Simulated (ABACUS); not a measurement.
## Tc in ABACUS: the effect of functional

Crystal: Tc.

```
CELL_PARAMETERS angstrom
2.74000 0.00000 0.00000
-1.37000 2.37291 0.00000
0.00000 0.00000 4.39800
ATOMIC_POSITIONS crystal
Tc 0.66667 0.33333 0.75000
Tc 0.33333 0.66667 0.25000
```

Alike in all runs:

* Program: ABACUS 3.10.1
* Task: single point
* Potentials or basis: SG15 ONCV 1.2 PBE
* Cutoff: 1361 eV
* Density cutoff: 5442 eV
* Basis: DZP LCAO (the cutoffs set its grid)
* k mesh: 11 × 11 × 6
* Occupations: fermi-dirac, width 0.05 eV
* Spin: no spin polarisation

```tsv
functional	pressure (GPa)
LDA	-8.4
PBEsol	-3.8
WC	?
PW91	5.5
TPSS	1.2
SCAN	-3.2
```

Q: What does the run with functional WC give?

A: Pressure -2.0 GPa.

Caveats: the atomic orbitals were generated for these runs and aren't a published set; the potentials were made for another functional, which shifts forces and pressure; the basis of atomic orbitals isn't converged, which shifts pressures, moduli and gaps.

Runs at the PBE level aren't shown here.
